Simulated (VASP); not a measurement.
## Hf: equation of state with PBEsol

The system is Hf.

```xyz
3
Lattice="4.9623 0.0000 0.0000 -2.4812 4.2975 0.0000 0.0000 0.0000 3.0862" Properties=species:S:1:pos:R:3 pbc="T T T"
Hf    0.0000    0.0000    0.0000
Hf    0.0000    2.8650    1.5431
Hf    2.4812    1.4325    1.5431
```

This isn't the form of Hf at room conditions, which is hcp.

- Program: VASP 6.6.1
- Task: equation of state
- Functional: PBEsol
- Potentials or basis: VASP PAW PBE potentials, release 64 (Hf_pv)
- Cutoff: 520 eV
- k mesh: 6 × 6 × 9
- Occupations: fermi-dirac, width 0.05 eV
- Spin: no spin polarisation

```
Equilibrium volume                        : 21.34 Å³/atom
Bulk modulus at fixed shape and positions : 115 GPa
Pressure derivative of the bulk modulus   : 3.4
```

Energy against volume, from the lowest point:
```tsv
volume (Å³/atom)	energy (meV/atom)
20.622	8.78
21.061	0.95
21.500	0.00
21.939	5.34
22.377	16.43
22.816	32.77
23.255	53.90
```

All runs of the series together: 5.4 min on 1 thread of Intel(R) Xeon(R) Platinum 8488C (Sapphire Rapids), with other jobs on the host.

Caveat: the cell was scaled at fixed shape and fractional positions, which overstates the stiffness of a crystal with free parameters, most of all of layers and chains; the PAW data sets were made with another functional, which shifts forces and pressure a little. Spin-orbit coupling is left out, which matters for the levels of Hf.
